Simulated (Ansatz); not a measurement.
## PbSe, one cell by several methods

```
Pb Se
1.0
     0.00000    3.50331    3.34685
     3.50331    0.00000    3.34685
     3.50331    3.50331    0.00000
Pb Se
1 1
Direct
  0.00000 0.00000 0.00000
  0.25000 0.25000 0.25000
```

Atom numbers follow the list: Pb1, Se2.

The cell was built from the zincblende type and relaxed in the same program; it needn't be a known or the stable phase. The listed cell was then made from it by scaling, straining or moving an atom.

No spin–orbit coupling, which matters for the heavy atoms here.

All numbers are computed: DFT, PBE, PAW with Ansatz's default frozen-core files, scalar-relativistic (Ansatz 0.2.0); DFT, PBE, all-electron PAW with datasets made for the crystal, scalar-relativistic (Ansatz 0.2.0); DFT, PBE, all-electron LAPW, scalar-relativistic (Ansatz 0.2.0).

For PAW: a Γ-centred 11×11×11 k mesh, Fermi–Dirac smearing of 0.08 eV, cutoff 420 eV, no spin polarisation. The crystal-made all-electron datasets (AE datasets) take a cutoff of 240 eV at this cell. LAPW targets a basis error of 0.25 meV/atom. The Ansatz runs share mesh, smearing and spin set-up. Plane-wave (PAW) pressures include the program's estimate of the Pulay term.

Stress and pressure are positive in compression.

The change that made this cell: z strained by -3 % at fixed volume.

Spin–orbit coupling is left out, which moves gradients at and beside heavy atoms by some per cent and at worst by a factor of two.

```csv
quantity,PAW,AE datasets,LAPW
pressure (GPa),-0.06,-0.06,-0.05
stress xx (GPa),-0.11,-0.11,-0.11
stress zz (GPa),0.05,0.05,0.05
band gap (eV),0.621,0.620,0.620
field gradient Vzz at Pb1 (10²¹ V/m²),?,?,–
field gradient Vzz at Se2 (10²¹ V/m²),-1.51,-1.52,–
```

Problem. What belongs in the row "field gradient Vzz at Pb1 (10²¹ V/m²)", column "AE datasets"?

Solution. 2.66.

Problem. What belongs in the row "field gradient Vzz at Pb1 (10²¹ V/m²)", column "PAW"?

Solution. 2.57.
